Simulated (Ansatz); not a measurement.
An Ansatz run on a 4-atom cell of Si (P6_3/mmc) from a materials database left the output below. The cell was relaxed with r2SCAN and then strained, so it isn't that functional's minimum.

Structure:
```xyz
4
Lattice="3.8321 0.0000 0.0000 -1.9161 3.3187 0.0000 0.0000 0.0000 6.3412" Properties=species:S:1:pos:R:3 pbc="T T T"
Si    0.0000    2.2125    0.3999
Si    1.9161    1.1062    3.5705
Si    0.0000    2.2125    2.7707
Si    1.9161    1.1062    5.9414
```

The output, standing remarks left out:
```
scf.n_extra_bands = 5 over 8 filled bands (N_el = 16.0): the run solves 13 bands
Crystal: 4 atoms, lattice volume = 80.646 Å³
Basis set: ecut = 420 eV, 1581 PW (Γ)
Symmetry: 24 space group operations
Space group: P63/mmc (ITA 194)
k-points: 21 of 144
[warm-up without exact exchange]
SCF 1 stopped early in 3 iterations: F = -2543.152288 eV  dr2 = 5.49e-6
[exact exchange on]
Exchange kernel: α = 0.2500, screened, ω = 0.2079 Å⁻¹, Wigner–Seitz truncation, v(0) = 1046.6299 eV·Å³, q-mesh 6×6×4
preconditioner: auto → none  [insulator: Δε(μ)=0.926 eV  ℏωp=16.5 eV]
SCF 2 stopped early in 6 iterations: F = -2545.104544 eV  dr2 = 3.24e-7
hybrid outer 1: dexx = +7.089e-3 eV, tail = 4.12e-6 eV
SCF 3 converged in 3 iterations: F = -2545.104509 eV  dr2 = 2.58e-9
hybrid outer 2: dexx = +1.123e-7 eV, tail = 6.57e-9 eV, Δε = 5.00e-4 eV, ΔF = 3.06e-5 eV/Å
hybrid SCF converged: 2 outer / 9 inner (+3 warm-up)
Free energy (F): -2545.104509 eV
Fermi energy:    6.102615 eV
--- Per-component energies (eV) ---
  E_band       = 4.205914
  E_kinetic    = 161.542166
  E_local      = -109.521373
  E_nonlocal   = 101.113688
  E_hartree    = 30.658392
  E_xc         = -179.900244
  E_vxc        = -152.662192
  E_exx        = -22.302085
  E_paw        = -2071.066519
  E_vpaw       = -12.979188
  E_ewald      = -455.392092
  E_core_change = -0.236465
--- Forces (eV/Å), atoms counted from 1 ---
  atom   1  Si      0.00000      0.00000    -0.01858
  atom   2  Si      0.00000      0.00000    -0.01858
  atom   3  Si      0.00000      0.00000      0.01858
  atom   4  Si      0.00000      0.00000      0.01858
--- Stress (GPa, compression-positive) ---
       -0.075818       0.000000       0.000000
        0.000000      -0.075818       0.000000
        0.000000       0.000000      -0.463548
  P = ⅓ Tr σ = -0.2051 GPa (-2.051 kbar)
--- Band table (eV; the first three rows and the last of 21) ---
  k-point 0: bands = […, -1.8760, 4.4420, 4.4420, 5.7254, 6.1026, 6.1026, 7.7985, 8.8120, 8.8120, 9.1686, …]
  k-point 1: bands = […, -0.7569, 4.0357, 4.6151, 4.6151, 5.7426, 5.7426, 8.0136, 9.1387, 9.1387, 9.3911, …]
  k-point 2: bands = […, 1.4763, 1.4763, 5.0996, 5.0996, 5.0996, 5.0996, 8.6228, 8.6228, 9.8501, 9.8501, …]
  k-point 20: bands = […, -2.1046, -2.1046, 1.2190, 1.2190, 3.9205, 3.9205, 8.3126, 8.3126, 10.4346, 10.4346, …]
```

bands.tsv, columns around the gap (it counts bands from 0):
```tsv
# k_distance	band_3	band_4	band_5	band_6	band_7	band_8	band_9	band_10	band_11
# fermi_ev = 6.102615
# [0, 0, 0] at k_distance = 0.000000
# [0.5, 0, 0] at k_distance = 0.946631
# [0.3333333333, 0.3333333333, 0] at k_distance = 1.493168
# [0, 0, 0.5] at k_distance = 2.693275
# [0.5, 0, 0.5] at k_distance = 3.639905
# [0.3333333333, 0.3333333333, 0.5] at k_distance = 4.186442
# [0, 0.5, 0] at k_distance = 4.924105
# levels_relative_to = fermi_ev
0.000	-1.661	-1.661	-0.377	0.000	0.000	1.696	2.709	2.709	3.066
0.947	-6.602	-5.101	-3.350	-3.197	-1.581	0.972	3.063	3.629	3.876
1.493	-7.276	-5.662	-3.891	-3.891	-3.642	1.373	6.194	6.376	6.376
2.693	-4.626	-1.003	-1.003	-1.003	-1.003	2.520	2.520	3.747	3.747
3.640	-8.028	-2.668	-2.668	-2.646	-2.646	1.506	1.506	2.289	2.289
4.186	-8.207	-4.884	-4.884	-2.182	-2.182	2.210	2.210	4.332	4.332
4.924	-6.602	-5.101	-3.350	-3.197	-1.581	0.972	3.063	3.629	3.876
```
In order the rows are Γ, M, K, A, L, H, M.

Q: What input produced it? Give the YAML.

A:
```yaml
crystal:
  # lattice and atoms as above
kpoints:
  mp_grid: { grid: [6, 6, 4] }
  band_path:
    path:
      - [0.0, 0.0, 0.0]
      - [0.5, 0.0, 0.0]
      - [0.3333333333, 0.3333333333, 0.0]
      - [0.0, 0.0, 0.5]
      - [0.5, 0.0, 0.5]
      - [0.3333333333, 0.3333333333, 0.5]
      - [0.0, 0.5, 0.0]
    npoints: 1
hamiltonian:
  xc: hse06
scf:
  occupations: { method: fixed }
  n_extra_bands: 5
output:
  forces: true
  stress: true
  eigenvalues: true
```
The exchange loop and the term E_exx show exact exchange. A single point prints forces and stress when the output block asks for them. The lines shown narrow the functional down without fixing it; this is the one that was run. Keys that only write grids to files are left aside. This is the file that was run; thresholds and some counts can't be read off the log exactly.

Run as `ansatz run input.yaml --threads 4 --pin off --max-ram 4608MiB --backend cpu --events-out ev --progress --plain --runs-dir out`. It took 42 s on 4 threads of Arm Neoverse V1, on a shared host, load about 0.3 per core; peak host memory 1.2 GiB.

(Simulation; spin polarisation is off.)

The program warns that its thresholds are loose for a hybrid's stress.

The meshes of the hybrids are coarse, so their gaps aren't converged to the digits shown.
